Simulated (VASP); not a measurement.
Runs of VASP 6.6.1 on SnO. It takes space group P4/nmm (No. 129, tetragonal). The conventional cell has a = 3.814 Å, b = 3.814 Å, c = 4.887 Å, α = 90.00°, β = 90.00°, γ = 90.00°. Sn (site symmetry 4mm) is surrounded by 4 O at 2.23 Å. Around O (site symmetry -4m2) lie 4 Sn at 2.23 Å. The cell is a database's computed one.

```tsv
task	level	potentials or basis	cell	k mesh	cutoff (eV)	smearing	ladder	gap on the mesh (eV)	pressure (GPa)	relaxed volume (Å³/atom)	largest force (eV/Å)
Born charges and dielectric tensor	LDA	VASP PAW LDA potentials, release 64 (Sn_d, O)	as given	7 × 7 × 6	520	fermi-dirac 0.05 eV	-	(a)	-	-	-
relaxation of cell and atoms	optB88-vdW	VASP PAW PBE potentials, release 64 (Sn_d, O)	relaxed	7 × 7 × 6	600	fermi-dirac 0.05 eV	-	0.61	0.0	18.27	0.01
band structure	PBEsol	VASP PAW PBE potentials, release 64 (Sn_d, O)	as given	8 × 8 × 6	520	gaussian 0.02 eV	gaps	0.14	-0.3	-	(b)
relaxation of cell and atoms	vdW-DF2	VASP PAW PBE potentials, release 64 (Sn_d, O)	relaxed	7 × 7 × 6	600	fermi-dirac 0.05 eV	-	(c)	0.0	21.36	-
relaxation of cell and atoms	optB86b-vdW	VASP PAW PBE potentials, release 64 (Sn_d, O)	relaxed	7 × 7 × 6	600	fermi-dirac 0.05 eV	-	0.35	0.0	17.63	-
```

Alike in all rows: no spin polarisation.

Question: Fill in the values left out.

Answer: (a) 0.44; (b) 0.16; (c) 1.42.

Caveats: spin-orbit coupling is left out, which moves the levels of the heavy elements; an odd mesh through Γ misses points on the zone boundary, where band edges often lie (some runs); the PAW data sets were made with another functional, which shifts forces and pressure a little (some runs); the gap is small at this level, which inflates the dielectric constant (some runs); the volume moved by over 15 % at a fixed basis, so the end points are rough (some runs).

A k mesh can miss the band edges, and the runs leave out spin-orbit coupling on Sn.

Not every run made on this cell is shown here.
